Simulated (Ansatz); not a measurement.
# Al2Ru: properties at the relaxed cell

An exercise on one series of results from a longer session: the logs are not shown, and one member is left open.

Method: DFT r2SCAN, scalar-relativistic, plane waves, PAW, in Ansatz 0.2.0.

1 further run of the same task is left out (set aside as unsound or not needed).

### The starting structure

Symmetry: I4/mmm, No. 139, tetragonal system. The conventional cell has a = 3.122 Å, b = 3.122 Å, c = 8.445 Å, α = 90.00°, β = 90.00°, γ = 90.00°. Al (site symmetry 4mm) is surrounded by 5 Ru at 2.58 to 2.88 Å and 5 Al at 2.69 Å. Around Ru (site symmetry 4/mmm) lie 10 Al at 2.58 to 2.88 Å.

Coordinates:

```cif
data_structure
_symmetry_space_group_name_H-M 'P 1'
_symmetry_Int_Tables_number 1
_cell_length_a 4.7647
_cell_length_b 4.7647
_cell_length_c 4.7647
_cell_angle_alpha 141.754
_cell_angle_beta 141.754
_cell_angle_gamma 55.200
_cell_volume 41.15
loop_
_atom_site_label
_atom_site_type_symbol
_atom_site_fract_x
_atom_site_fract_y
_atom_site_fract_z
_atom_site_occupancy
Al1 Al 0.65909 0.65909 0.00000 1
Al2 Al 0.34091 0.34091 0.00000 1
Ru1 Ru 0.00000 0.00000 0.00000 1
```

It goes back to an entry of the Materials Project, which need not be the stable form.

This cell was relaxed beforehand with the same method: volume 13.72 Å³/atom, gap on the mesh none (metal).

Set-up of the first run:

input.yaml reads:

```yaml
crystal:
  lattice:
    - [-1.5451424066, 1.5451424066, 4.1798373556]
    - [1.5451424066, -1.5451424066, 4.1798373556]
    - [1.5451424066, 1.5451424066, -4.1798373556]
  atoms:
    - { symbol: Al, position: [0.6590940356, 0.6590940356, 0.0] }
    - { symbol: Al, position: [0.3409059644, 0.3409059644, 0.0] }
    - { symbol: Ru, position: [0.0, 0.0, 0.0] }
basis:
  ecutwfc: 500
kpoints:
  mp_grid: { grid: [18, 18, 18] }
hamiltonian:
  xc: r2scan
scf:
  occupations: { method: gaussian, width: 0.1 }
output:
  forces: true
  stress: true
  eigenvalues: true
relax:
  adjacent_minimum: "off"
  f_tol: 0.01
  max_steps: 30
  cell: { stress_tol: 0.1, fix: [volume] }
```

Started as:

```
ansatz run input.yaml --threads 1 --pin off --max-ram 2560MiB --backend cpu --events-out ev --progress --plain --runs-dir out
```

Among the steps run: Point at V/V0 = 0.97; Point at V/V0 = 1.03; Point at V/V0 = 0.94; The cell scaled to 1.06 of its volume; Volume × 0.91; Volume × 1.10.

One of the session's tables, all rows but one given; the rest of the session is left out.

It belongs to the step «Fit of the equation of state». 

```
volume (Å³/atom)  energy above the lowest point (meV/atom)  pressure (GPa)
          12.483                                      75.1           21.20
          12.894                                      31.5           12.97
          13.306                                         ?               ?
          13.717                                       0.0            0.00
          14.129                                       6.7           -5.08
          14.540                                      25.5           -9.40
          15.089                                      66.1          -14.14
```

Estimate the missing values for volume (Å³/atom) = 13.306.

Worked estimate for «energy above the lowest point (meV/atom)». A straight line through the neighbours (12.894, 31.5) and (13.717, 0.0) gives 31.5 + (0.0 − 31.5) × (13.306 − 12.894) / (13.717 − 12.894) = 15.7; a parabola fitted to 4 rows on both sides gives 7.3.

As computed: energy above the lowest point (meV/atom): 7.4; pressure (GPa): 5.96. In «energy above the lowest point (meV/atom)» the line misses by +8.3 and the parabola by -0.1.
